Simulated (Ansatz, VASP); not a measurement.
Au in VASP and in Ansatz

File INCAR:

```
SYSTEM = Au
PREC = Accurate
ENCUT = 520
EDIFF = 1E-6
ISMEAR = -1
SIGMA = 0.1
LREAL = .FALSE.
LASPH = .TRUE.
NELM = 100
ALGO = Normal
ISIF = 2
LWAVE = .FALSE.
LCHARG = .FALSE.
GGA = PE
NBANDS = 30
```

KPOINTS

```
regular mesh
0
G
  12 12 4
  0 0 0
```

File POSCAR:

```
Au
1.0
    2.4746218106      0.0000000000      0.0000000000
   -1.2373109053      2.1430853527      0.0000000000
    0.0000000000      0.0000000000      8.1453115255
Au
4
Direct
    0.0000000000      0.0000000000      0.0000000000
    0.0000000000      0.0000000000      0.5000000000
    0.3333333333      0.6666666667      0.2500000000
    0.6666666667      0.3333333333      0.7500000000
```

Input for Ansatz:

```yaml
crystal:
  lattice:
    - [2.4746218106, 0.0, 0.0]
    - [-1.2373109053, 2.1430853527, 0.0]
    - [0.0, 0.0, 8.1453115255]
  atoms:
    - { symbol: Au, position: [0.0, 0.0, 0.0] }
    - { symbol: Au, position: [0.0, 0.0, 0.5] }
    - { symbol: Au, position: [0.3333333333, 0.6666666667, 0.25] }
    - { symbol: Au, position: [0.6666666667, 0.3333333333, 0.75] }
kpoints:
  mp_grid: { grid: [12, 12, 4] }
scf:
  occupations: { method: fermi_dirac, width: 0.1 }
hamiltonian:
  xc: pbe
  pseudopotentials: { kind: all_electron, lapw: { basis_error: 0.001 } }
output:
  forces: true
  stress: true
  eigenvalues: true
  populations: true
```

Change from the starting cell: volume scaled by 0.6, LAPW.

Alike in both runs: task single point; functional PBE; k mesh 12 × 12 × 4; occupations fermi-dirac, width 0.1 eV; no spin polarisation.

|  | VASP | Ansatz |
| --- | --- | --- |
| version | VASP 6.6.1 | Ansatz 0.2.0 |
| potentials or method | VASP PAW PBE potentials, release 64 (Au) | all-electron LAPW, scalar-relativistic |
| plane-wave cutoff (eV) | 520 | see its input |

```csv
,VASP,Ansatz,Ansatz less VASP
pressure (GPa),300.1,298.4,-1.72
largest component of the traceless stress (GPa),0.14,0.00,-0.133
```

Ansatz ran all-electron here, so the differences hold the error of VASP's frozen core and of both bases.

Caveats: the cell as given lies far from equilibrium; so large a pressure means that the cell lies far from this level's equilibrium, or that cutoff or potentials fall short (VASP). Spin-orbit coupling is left out, which matters for the levels of Au.
